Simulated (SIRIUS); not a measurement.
Crystal: GaN.

```
Ga N
1.0
     0.00000    2.13524    2.13524
     2.13524    0.00000    2.13524
     2.13524    2.13524    0.00000
Ga N
1 1
Direct
  0.00000 0.00000 0.00000
  0.50000 0.50000 0.50000
```

Measurements of this composition are mostly on another form, of space group No. 186.

Base run:

| Quantity | Value |
| --- | --- |
| Program | SIRIUS 7.12.0 |
| Functional | PBEsol |
| Potentials or basis | all-electron FP-LAPW |
| Cutoff | 267 eV |
| Basis | apw+lo standard |
| k mesh | 11 × 11 × 11 |
| Occupations | fermi-dirac, width 0.05 eV |
| Spin | no spin polarisation |

Its results: band gap on the k mesh 0.48 eV, indirect (least direct gap 2.38 eV).

Task: The run is repeated on the same cell with these changes: functional from PBEsol to LDA. What comes out?

Result: Band gap on the k mesh 0.34 eV, indirect (least direct gap 2.42 eV).

Caveats: the mesh misses the band edges, which the band path finds closer together.
